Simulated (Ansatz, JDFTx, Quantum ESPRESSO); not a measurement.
**AgCl: 4 runs at one level of theory**

```
CELL_PARAMETERS angstrom
0.00000 2.73500 2.73500
2.73500 0.00000 2.73500
2.73500 2.73500 0.00000
ATOMIC_POSITIONS crystal
Ag 0.00000 0.00000 0.00000
Cl 0.50000 0.50000 0.50000
```

Alike in all runs: task band structure; functional PBEsol; k mesh 8 × 8 × 8; occupations fermi-dirac, width 0.05 eV; no spin polarisation; no spin-orbit coupling. Pressure is positive in compression and, in plane waves, holds the error of the finite cutoff, which Ansatz's Pulay term estimates and takes out. Gaps are the smaller of the mesh's and the band path's.

```tsv
program and potentials	plane-wave cutoff (eV)	notes	band gap (eV)	pressure (GPa)
Ansatz, Ansatz PAW	420	potentials made for PBE, which Ansatz adapts in part	?	?
Ansatz, all-electron LAPW, scalar-relativistic	-	-	0.73	-0.67
Quantum ESPRESSO, PseudoDojo 0.4.1 SR PBEsol standard	1116	-	0.73	-0.76
JDFTx, PseudoDojo-SR-PBEsol-0.4.1-standard	1116	-	0.73	-
```

Q: Estimate from the other rows what the run with Ansatz, Ansatz PAW gave.

A: Band gap 0.73 eV; pressure -0.68 GPa. Its pressure holds a Pulay term of +0.02 GPa. The other rows, which needn't bracket it: band gap 0.73; pressure -0.76 to -0.67.
